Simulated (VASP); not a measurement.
# ZnS (P6_3mc) in VASP: a series of runs, part 2 of 2

VASP 6.6.1. The steps go on from the part before.

## (3) Single point, r2SCAN

This run uses another cell than the first one, of the same volume but with other edges.

POSCAR reads:

```
ZnS
1.0
   -3.8067217533      0.0000000000      0.0000000000
    0.0000000000      0.0000000000     -6.2457351331
    0.0000000000     -6.5934354870      0.0000000000
Zn S
4 4
Direct
    0.5000000000      0.9946119293      0.1666666667
    0.0000000000      0.9946119293      0.6666666667
    0.0000000000      0.4946119293      0.3333333333
    0.5000000000      0.4946119293      0.8333333333
    0.5000000000      0.6203880707      0.1666666667
    0.0000000000      0.6203880707      0.6666666667
    0.0000000000      0.1203880707      0.3333333333
    0.5000000000      0.1203880707      0.8333333333
```

INCAR.step1 reads:

```
SYSTEM = ZnS
PREC = Accurate ; ENCUT = 520
ISMEAR = 0 ; SIGMA = 0.05
LREAL = .False. ; LASPH = .True.
NELM = 80 ; NBANDS = 46
GGA = PE ; ALGO = Normal
EDIFF = 1E-4 ; LWAVE = .True.
LCHARG = .False.
```

INCAR.step2 reads:

```
SYSTEM = ZnS
PREC = Accurate ; ENCUT = 520
EDIFF = 1E-6 ; ISMEAR = 0
SIGMA = 0.05 ; LREAL = .False.
LASPH = .True. ; NELM = 80
ALGO = Normal ; ISIF = 2
LWAVE = .False. ; LCHARG = .False.
METAGGA = R2SCAN ; LMIXTAU = .True.
NBANDS = 46 ; ISTART = 1
```

KPOINTS reads:

```
regular mesh
0
Gamma
  6 4 4
  0 0 0
```

Potentials or basis: VASP PAW PBE potentials, release 64 (Zn, S).

Command:

```
> cat potpaw_PBE.64/Zn/POTCAR potpaw_PBE.64/S/POTCAR > POTCAR
> cp INCAR.step1 INCAR
> mpirun -np 1 vasp_std > vasp.out
> cp INCAR.step2 INCAR
> mpirun -np 1 vasp_std > vasp.out
```

OUTCAR:

```text
SYSTEM = ZnS
   PREC = Accurate
   ENCUT = 520
   EDIFF = 1E-6
   ISMEAR = 0
   LREAL = .False.
   LASPH = .True.
   NELM = 80
   ISIF = 2
   METAGGA = R2SCAN
   ISTART = 1

 ion  position               nearest neighbor table
   1  0.500  0.995  0.167-   7 2.33   7 2.33   8 2.33   5 2.34
   2  0.000  0.995  0.667-   8 2.33   8 2.33   7 2.33   6 2.34
   3  0.000  0.495  0.333-   5 2.33   5 2.33   6 2.33   7 2.34
   4  0.500  0.495  0.833-   6 2.33   6 2.33   5 2.33   8 2.34
   5  0.500  0.620  0.167-   3 2.33   3 2.33   4 2.33   1 2.34
   6  0.000  0.620  0.667-   4 2.33   4 2.33   3 2.33   2 2.34
   7  0.000  0.120  0.333-   1 2.33   1 2.33   2 2.33   3 2.34
   8  0.500  0.120  0.833-   2 2.33   2 2.33   1 2.33   4 2.34

  LATTYP: Found a simple orthorhombic cell.
 ALAT       =     3.8067217533
 B/A-ratio  =     1.6407122816
 C/A-ratio  =     1.7320508076

  Lattice vectors:

 A1 = (  -3.8067217533,   0.0000000000,   0.0000000000)
 A2 = (   0.0000000000,   0.0000000000,  -6.2457351331)
 A3 = (   0.0000000000,  -6.5934354870,   0.0000000000)

Analysis of symmetry for initial positions (statically):
=====================================================================
[... 203 lines left out ...]
 cond. band min:       4.6996286495   @ k =   0.0000   0.0000   0.0000
 fundamental gap:      2.7852682203
 Fermi energy:         2.1948827129

 k-point     1 :       0.0000    0.0000    0.0000
  band No.  band energies     occupation
      1     -11.8357      2.00000
      2     -10.8862      2.00000
      3     -10.8756      2.00000
      4     -10.5539      2.00000
      5      -4.6196      2.00000
      6      -4.6044      2.00000
[... 1165 lines left out ...]
     45      10.2299      0.00000
     46      10.2299      0.00000

 [... further k-points ...]
[... 5 lines left out ...]
  --------------------------------------------------------------------------------------
  -------------------------------------------------------------------------------------
  Total        0.1252663      0.0109049      0.0445683      0.0000000      0.0000000      0.0000000
  in kB        1.2802604      0.1114519      0.4555014      0.0000000      0.0000000      0.0000000
  external PRESSURE =       0.6157379 kB  Pullay stress =       0.0000000 kB

 VOLUME and BASIS-vectors are now :
 -----------------------------------------------------------------------------
  energy-cutoff  :      520.00
  volume of cell :      156.76
      direct lattice vectors                 reciprocal lattice vectors
    -3.806721753  0.000000000  0.000000000    -0.262693221  0.000000000  0.000000000
     0.000000000  0.000000000 -6.245735133     0.000000000  0.000000000 -0.160109255
     0.000000000 -6.593435487  0.000000000     0.000000000 -0.151666002  0.000000000

 POSITION                                       TOTAL-FORCE (eV/Angst)
 -----------------------------------------------------------------------------------
     -1.90336     -1.09891     -6.21208         0.000000      0.025556      0.003644
      0.00000     -4.39562     -6.21208        -0.000000      0.025556      0.003644
      0.00000     -2.19781     -3.08922        -0.000000     -0.025556      0.003644
     -1.90336     -5.49453     -3.08922         0.000000     -0.025556      0.003644
     -1.90336     -1.09891     -3.87478        -0.000000     -0.001715     -0.003644
      0.00000     -4.39562     -3.87478        -0.000000     -0.001715     -0.003644
      0.00000     -2.19781     -0.75191        -0.000000      0.001715     -0.003644
     -1.90336     -5.49453     -0.75191        -0.000000      0.001715     -0.003644
 -----------------------------------------------------------------------------------
    total drift:                               -0.000000     -0.000011      0.031558

  FREE ENERGIE OF THE ION-ELECTRON SYSTEM (eV)
  ---------------------------------------------------
  free  energy   TOTEN  =       -75.4451027817 eV

  energy  without entropy=      -75.4451027817  energy(sigma->0) =      -75.44510278
```

OSZICAR.step1:

```text
N       E                     dE             d eps       ncg     rms          rms(c)
DAV:   1     0.598694545738E+03    0.59869E+03   -0.33209E+04  3312   0.190E+03
DAV:   2     0.533309808615E+02   -0.54536E+03   -0.52368E+03  3312   0.442E+02
DAV:   3    -0.251939361010E+02   -0.78525E+02   -0.77409E+02  3662   0.154E+02
DAV:   4    -0.290028119328E+02   -0.38089E+01   -0.37942E+01  4044   0.337E+01
DAV:   5    -0.290597915235E+02   -0.56980E-01   -0.56958E-01  3878   0.425E+00    0.140E+01
DAV:   6    -0.273099038117E+02    0.17499E+01   -0.35841E+00  4990   0.416E+01    0.108E+01
DAV:   7    -0.273936009683E+02   -0.83697E-01   -0.42543E+00  3696   0.800E+00    0.478E+00
DAV:   8    -0.273458986784E+02    0.47702E-01   -0.25470E-01  4152   0.495E+00    0.169E+00
DAV:   9    -0.273475891489E+02   -0.16905E-02   -0.54744E-02  4268   0.275E+00    0.394E-01
DAV:  10    -0.273479127478E+02   -0.32360E-03   -0.34648E-03  3900   0.615E-01    0.215E-01
DAV:  11    -0.273484329929E+02   -0.52025E-03   -0.10516E-03  3450   0.181E-01    0.153E-01
DAV:  12    -0.273484139426E+02    0.19050E-04   -0.65654E-05  2456   0.812E-02
   1 F= -.27348414E+02 E0= -.27348414E+02  d E =-.362028E-12
```

Wall time 6 min (1 thread of Intel Xeon 6975P-C (Granite Rapids), shared host); peak memory 0.38 GiB.

What came out:

| Property | Result |
| --- | --- |
| Free energy | -75.4451 eV |
| Pressure | 0.1 GPa |
| Largest force | 0.026 eV/Å |
| Band gap on the k mesh | 2.79 eV |

Forces on the atoms (eV/Å):
```
Zn   0.000  0.026  0.004
Zn   0.000  0.026  0.004
Zn   0.000 -0.026  0.004
Zn   0.000 -0.026  0.004
S    0.000 -0.002 -0.004
S    0.000 -0.002 -0.004
S    0.000  0.002 -0.004
S    0.000  0.002 -0.004
```

Levels at points of the mesh, in eV from the valence-band top:
```
           k point  band 34  band 35  band 36  band 37  band 38  band 39
(0.00, 0.00, 0.00)    -0.09     0.00     0.00     2.79     3.62     4.04
(0.50, 0.00, 0.00)    -1.69    -1.59    -1.59     5.02     5.02     5.82
(0.00, 0.50, 0.00)    -0.48    -0.48    -0.48     3.96     3.96     4.11
(0.50, 0.50, 0.00)    -1.50    -1.50    -1.50     4.93     4.93     4.93
(0.00, 0.00, 0.50)    -0.66    -0.46    -0.46     4.46     4.46     4.55
(0.50, 0.00, 0.50)    -1.73    -0.91    -0.91     4.04     4.04     4.78
(0.00, 0.50, 0.50)    -1.12    -1.12    -1.12     4.74     4.74     4.74
(0.50, 0.50, 0.50)    -1.66    -1.66    -1.66     3.96     3.96     3.96
```

Caveat: the PAW data sets were made with another functional, which shifts forces and pressure a little. r2SCAN opens gaps a little over a GGA but as a rule still falls short of measured ones.

## (4) Single point, r2SCAN

This run uses another cell than the first one: it holds 4 atoms, not 8.

POSCAR reads:

```
ZnS
1.0
    3.8067217440      0.0000000000      0.0000000000
   -1.9033608720      3.2967177354      0.0000000000
    0.0000000000      0.0000000000      6.2457351616
Zn S
2 2
Direct
    0.3333333333      0.6666666667      0.0053880716
    0.6666666667      0.3333333333      0.5053880716
    0.3333333333      0.6666666667      0.3796119284
    0.6666666667      0.3333333333      0.8796119284
```

INCAR.step1 reads:

```
PREC = Accurate
ENCUT = 520
ISMEAR = 0
SIGMA = 0.05
LREAL = F
LASPH = T
NELM = 100
NBANDS = 26
GGA = PE
ALGO = Normal
EDIFF = 1E-4
LWAVE = T
LCHARG = F
```

INCAR.step2 reads:

```
PREC = Accurate
ENCUT = 520
EDIFF = 1E-6
ISMEAR = 0
SIGMA = 0.05
LREAL = F
LASPH = T
NELM = 100
ALGO = Normal
ISIF = 2
LWAVE = F
LCHARG = T
METAGGA = R2SCAN
LMIXTAU = T
LELF = T
LVHAR = T
NBANDS = 26
ISTART = 1
```

KPOINTS reads:

```
regular mesh
0
Gamma
  6 6 4
```

Potentials or basis: VASP PAW PBE potentials, release 64 (Zn, S).

Command:

```
> cat potpaw_PBE.64/Zn/POTCAR potpaw_PBE.64/S/POTCAR > POTCAR
> cp INCAR.step1 INCAR
> mpirun -np 1 vasp_std > vasp.out
> cp INCAR.step2 INCAR
> mpirun -np 1 vasp_std > vasp.out
```

OUTCAR:

```text
PREC = Accurate
   ENCUT = 520
   EDIFF = 1E-6
   ISMEAR = 0
   LREAL = F
   LASPH = T
   NELM = 100
   ISIF = 2
   METAGGA = R2SCAN
   ISTART = 1

 ion  position               nearest neighbor table
   1  0.333  0.667  0.005-   4 2.33   4 2.33   4 2.33   3 2.34
   2  0.667  0.333  0.505-   3 2.33   3 2.33   3 2.33   4 2.34
   3  0.333  0.667  0.380-   2 2.33   2 2.33   2 2.33   1 2.34
   4  0.667  0.333  0.880-   1 2.33   1 2.33   1 2.33   2 2.34

  LATTYP: Found a hexagonal cell.
 ALAT       =     3.8067217440
 C/A-ratio  =     1.6407122930

  Lattice vectors:

 A1 = (   3.8067217440,   0.0000000000,   0.0000000000)
 A2 = (  -1.9033608720,   3.2967177354,   0.0000000000)
 A3 = (   0.0000000000,   0.0000000000,   6.2457351616)

Analysis of symmetry for initial positions (statically):
=====================================================================
 Subroutine PRICEL returns:
 Original cell was already a primitive cell.

 Routine SETGRP: Setting up the symmetry group for a
 hexagonal supercell.

 Subroutine GETGRP returns: Found 12 space group operations
 (whereof  6 operations were pure point group operations)
 out of a pool of 24 trial point group operations.

The static configuration has the point symmetry C_3v.
 The point group associated with its full space group is C_6v.

Analysis of symmetry for dynamics (positions and initial velocities):
=====================================================================
 Subroutine PRICEL returns:
 Original cell was already a primitive cell.

 Routine SETGRP: Setting up the symmetry group for a
 hexagonal supercell.

 Subroutine GETGRP returns: Found 12 space group operations
 (whereof  6 operations were pure point group operations)
 out of a pool of 24 trial point group operations.

The dynamic configuration has the point symmetry C_3v.
 The point group associated with its full space group is C_6v.

 Subroutine INISYM returns: Found 12 space group operations
 (whereof  6 operations are pure point group operations),
 and found     1 'primitive' translations

----------------------------------------------------------------------------------------

                                     Primitive cell

  volume of cell :      78.3820

  direct lattice vectors                    reciprocal lattice vectors
     3.806721744  0.000000000  0.000000000     0.262693222  0.151666002  0.000000000
    -1.903360872  3.296717735  0.000000000     0.000000000  0.303332005  0.000000000
     0.000000000  0.000000000  6.245735162     0.000000000  0.000000000  0.160109254

  length of vectors
     3.806721744  3.806721744  6.245735162     0.303332005  0.303332005  0.160109254

  position of ions in fractional coordinates (direct lattice)
     0.333333333  0.666666667  0.005388072
     0.666666667  0.333333333  0.505388072
     0.333333333  0.666666667  0.379611928
     0.666666667  0.333333333  0.879611928

  ion indices of the primitive-cell ions
   primitive index   ion index
                 1           1
                 2           2
                 3           3
                 4           4

----------------------------------------------------------------------------------------

 KPOINTS: regular mesh

Automatic generation of k-mesh.
 Grid dimensions read from file:
 generate k-points for:    6    6    4

 Generating k-lattice:

  Cartesian coordinates                     Fractional coordinates (reciprocal lattice)
     0.043782204  0.025277667  0.000000000     0.166666667 -0.000000000  0.000000000
     0.000000000  0.050555334  0.000000000     0.000000000  0.166666667  0.000000000
     0.000000000  0.000000000  0.040027314     0.000000000  0.000000000  0.250000000

  Length of vectors
     0.050555334  0.050555334  0.040027314

  Shift w.r.t. Gamma in fractional coordinates (k-lattice)
     0.000000000  0.000000000  0.000000000

 Subroutine IBZKPT returns following result:
 ===========================================

 Found     21 irreducible k-points:

 Following reciprocal coordinates:
            Coordinates               Weight
  0.000000  0.000000  0.000000      1.000000
  0.166667  0.000000  0.000000      6.000000
  0.333333 -0.000000  0.000000      6.000000
  0.500000 -0.000000  0.000000      3.000000
  0.166667  0.166667  0.000000      6.000000
  0.333333  0.166667  0.000000     12.000000
[... 13 lines left out ...]
  0.333333  0.166667  0.500000     12.000000
  0.333333  0.333333  0.500000      2.000000
   k-points           NKPTS =     21   k-points in BZ     NKDIM =     21   number of bands    NBANDS=     26
   number of dos      NEDOS =    301   number of ions     NIONS =      4
   total plane-waves  NPLWV =  37632
   dimension x,y,z NGX =    28 NGY =   28 NGZ =   48
   dimension x,y,z NGXF=    56 NGYF=   56 NGZF=   96
   ions per type =               2   2
   NGX,Y,Z   is equivalent  to a cutoff of  12.23, 12.23, 12.78 a.u.
   NGXF,Y,Z  is equivalent  to a cutoff of  24.46, 24.46, 25.55 a.u.
 SYSTEM =  unknown system
   PREC   = accura    normal or accurate (medium, high low for compatibility)
   ISTART =      1    job   : 0-new  1-cont  2-samecut
   ICHARG =      0    charge: 1-file 2-atom 10-const
   ISPIN  =      1    spin polarized calculation?
   LNONCOLLINEAR =      F non collinear calculations
   LSORBIT =      F    spin-orbit coupling
   LASPH  =      T    aspherical Exc in radial PAW
   ENCUT  =  520.0 eV  38.22 Ry    6.18 a.u.   7.08  7.08 11.61*2*pi/ulx,y,z
   NELM   =    100;   NELMIN=  2; NELMDL=  0     # of ELM steps
   EDIFF  = 0.1E-05   stopping-criterion for ELM
   LREAL  =      F    real-space projection
   EDIFFG = 0.1E-04   stopping-criterion for IOM
   NSW    =      0    number of steps for IOM
   IBRION =     -1    ionic relax: 0-MD 1-quasi-New 2-CG
   NFREE  =      0    steps in history (QN), initial steepest desc. (CG)
   ISIF   =      2    stress and relaxation
   ISYM   =      2    0-nonsym 1-usesym 2-fastsym
   POTIM  = 0.5000    time-step for ionic-motion
   TEBEG  =    0.0;   TEEND  =   0.0 temperature during run
   PSTRESS=    0.0 pullay stress
   NELECT =      36.0000    total number of electrons
   NUPDOWN=      -1.0000    fix difference up-down
   EMIN   =  10.00;   EMAX   =-10.00  energy-range for DOS
   EFERMI =   0.00;   METHOD = LEGACY
   ISMEAR =     0;   SIGMA  =   0.05  broadening in eV -4-tet -1-fermi 0-gaus
   EFERMI_NEDOS =   21; number of points for ismear=-14 and -15
   IALGO  =     38    algorithm
   IMIX   =      4    mixing-type and parameters
     AMIX     =   0.40;   BMIX     =  1.00
     AMIX_MAG =   1.60;   BMIX_MAG =  1.00
  volume/ion in A,a.u.               =      19.60       132.24
  Fermi-wavevector in a.u.,A,eV,Ry     =   1.263097  2.386908 21.706940  1.595415
  Thomas-Fermi vector in A             =   2.396472
   LORBIT       =      0    0 simple, 1 ext, 2 COOP (PROOUT), +10 PAW based schemes
   METAGGA = R2SCAN    functional components
   LHFCALC =     F    Hartree Fock is set to
   AEXX    =    0.0000 exact exchange contribution
   IVDW    =     0    specifies the selected vdW correction
   LEPSILON=     F    determine dielectric tensor
   LRPA    =     F    only Hartree local field effects (RPA)
 non-spin polarized calculation
 Gauss-broadening in eV      SIGMA  =   0.05
  energy-cutoff  :      520.00
  volume of cell :       78.38
 maximum number of plane-waves:      2130
   NGX = 15   NGY = 15   NGZ = 23

 number of electron      35.9999993 magnetization

 Free energy of the ion-electron system (eV)
  ---------------------------------------------------
  ext. energy  EPLUGINS =         0.00000000
  ---------------------------------------------------
  free energy    TOTEN  =       -37.72121046 eV

  energy without entropy =      -37.72121046  energy(sigma->0) =      -37.72121046

 E-fermi :   2.1227     XC(G=0): -10.3106

 val. band max:        1.9151297363   @ k =   0.0000   0.0000   0.0000
 cond. band min:       4.7003514204   @ k =   0.0000   0.0000   0.0000
 fundamental gap:      2.7852216842
 Fermi energy:         2.1226679687

 k-point     1 :       0.0000    0.0000    0.0000
  band No.  band energies     occupation
      1     -11.8348      2.00000
      2     -10.8746      2.00000
      3      -4.6192      2.00000
      4      -4.6042      2.00000
      5      -4.6042      2.00000
      6      -4.5129      2.00000
[... 598 lines left out ...]
     25      12.1589      0.00000
     26      12.1589      0.00000

------------------------ aborting loop because EDIFF is reached ----------------------------------------

  FORCE on cell =-STRESS in cart. coord.  units (eV):
  Direction    XX          YY          ZZ          XY          YZ          ZX
  --------------------------------------------------------------------------------------
  -------------------------------------------------------------------------------------
  Total        0.0277333      0.0277333      0.0092974      0.0000000      0.0000000      0.0000000
  in kB        0.5668851      0.5668851      0.1900442      0.0000000      0.0000000      0.0000000
  external PRESSURE =       0.4412715 kB  Pullay stress =       0.0000000 kB

 VOLUME and BASIS-vectors are now :
 -----------------------------------------------------------------------------
  energy-cutoff  :      520.00
  volume of cell :       78.38
      direct lattice vectors                 reciprocal lattice vectors
     3.806721744  0.000000000  0.000000000     0.262693222  0.151666002  0.000000000
    -1.903360872  3.296717735  0.000000000     0.000000000  0.303332005  0.000000000
     0.000000000  0.000000000  6.245735162     0.000000000  0.000000000  0.160109254

 POSITION                                       TOTAL-FORCE (eV/Angst)
 -----------------------------------------------------------------------------------
     -0.00000      2.19781      0.03365         0.000000     -0.000000      0.002764
      1.90336      1.09891      3.15652        -0.000000     -0.000000      0.002764
     -0.00000      2.19781      2.37096        -0.000000      0.000000     -0.002764
      1.90336      1.09891      5.49382         0.000000     -0.000000     -0.002764
 -----------------------------------------------------------------------------------
    total drift:                               -0.000000      0.000000      0.013448

  FREE ENERGIE OF THE ION-ELECTRON SYSTEM (eV)
  ---------------------------------------------------
  free  energy   TOTEN  =       -37.7212104635 eV

  energy  without entropy=      -37.7212104635  energy(sigma->0) =      -37.72121046
```

Run time: 89 s. Hardware: 1 thread of Intel Xeon Platinum 8488C (Sapphire Rapids), shared host; peak memory 0.2 GiB.

What came out:

- Free energy: -37.7212 eV
- Pressure: 0.0 GPa
- Band gap on the k mesh: 2.79 eV, direct

Forces in eV/Å, atoms in the order of the input:
```
Zn   0.000  0.000  0.003
Zn   0.000  0.000  0.003
S    0.000  0.000 -0.003
S    0.000  0.000 -0.003
```

Levels at points of the mesh, in eV from the valence-band top:
```
           k point  band 15  band 16  band 17  band 18  band 19  band 20  band 21  band 22
(0.00, 0.00, 0.00)    -0.92    -0.09     0.00     0.00     2.79     3.62     6.80     6.80
(0.50, 0.00, 0.00)    -3.35    -2.31    -1.73    -0.91     4.04     4.78     5.45     7.37
(0.00, 0.00, 0.50)    -0.48    -0.48    -0.48    -0.48     4.11     4.11     7.26     7.26
(0.50, 0.00, 0.50)    -1.68    -1.68    -1.66    -1.66     3.96     3.96     5.66     5.66
```

Caveat: the PAW data sets were made with another functional, which shifts forces and pressure a little.

## (5) Overview

```tsv
cell	k mesh	gap on the mesh (eV)	pressure (GPa)
a = 3.807, b = 3.807, c = 12.491 Å, angles 90.0, 90.0, 120.0°, 8 atoms	6 × 6 × 2	2.79	0.0
a = 3.807, b = 6.246, c = 6.593 Å, 8 atoms	6 × 4 × 4	2.79	0.1
a = 3.807, b = 3.807, c = 6.246 Å, angles 90.0, 90.0, 120.0°, 4 atoms	6 × 6 × 4	2.79	0.0
```

Alike in all rows: task single point; level r2SCAN; potentials or basis VASP PAW PBE potentials, release 64 (Zn, S); no spin polarisation; cutoff (eV) 520; smearing gaussian 0.05 eV.

Caveats: the PAW data sets were made with another functional, which shifts forces and pressure a little.

Absolute energies hang on the potentials; compare differences alone.

## (6) How close it comes

Step 4. Against the measured gap of ZnS, 3.911 eV (direct; 4 K; a printed reference work, monograph), the calculated 2.79 eV is off by -1.13 eV. The value is that of r2SCAN, without temperature or zero-point motion.
